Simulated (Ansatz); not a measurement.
CdTe:

```
Te Cd
1.0
     0.00000    3.20500    3.20500
     3.20500    0.00000    3.20500
     3.20500    3.20500    0.00000
Te Cd
1 1
Direct
  0.75000 0.75000 0.75000
  0.00000 0.00000 0.00000
```

* Program: Ansatz 0.2.0
* Task: relaxation of cell and atoms
* Functional: HSEsol
* Potentials or basis: Ansatz PAW
* Cutoff: 420 eV (not typed: the program's choice for these potentials)
* k mesh: 4 × 4 × 4
* Occupations: fermi-dirac, width 0.05 eV
* Spin: no spin polarisation

At the start: volume 32.92 Å³/atom.

How do energy, volume and symmetry change on relaxing?

It ends after 5 steps and the volume is 34.13 Å³/atom (+3.7 %); space group F-43m (No. 216, to 0.05 Å).

The path:
| step | energy change (eV) | largest force (eV/Å) | volume (Å³) |
| --- | --- | --- | --- |
| 1 | 0.0000 | 0.0000 | 65.84 |
| 2 | -0.0053 | 0.0000 | 69.89 |
| 3 | -0.0111 | 0.0000 | 68.37 |
| 4 | -0.0112 | 0.0000 | 68.27 |
| 5 | -0.0125 | 0.0000 | 68.27 |

Final structure:
```yaml
crystal:
  lattice:
    - [0.00000, 3.24383, 3.24383]
    - [3.24383, 0.00000, 3.24383]
    - [3.24383, 3.24383, 0.00000]
  atoms:
    - { symbol: Te, position: [0.75000, 0.75000, 0.75000] }
    - { symbol: Cd, position: [0.00000, 0.00000, 0.00000] }
```

Caveat: the k mesh is coarse (spacing up to 0.42 Å⁻¹), so the values aren't converged, least of all with exact exchange; the plane-wave basis is chosen anew once the cell has moved, so the energies of steps on either side of that aren't comparable; the PAW data sets come from PBE, with cores solved anew for the run's functional, which leaves a small shift of forces and pressure.
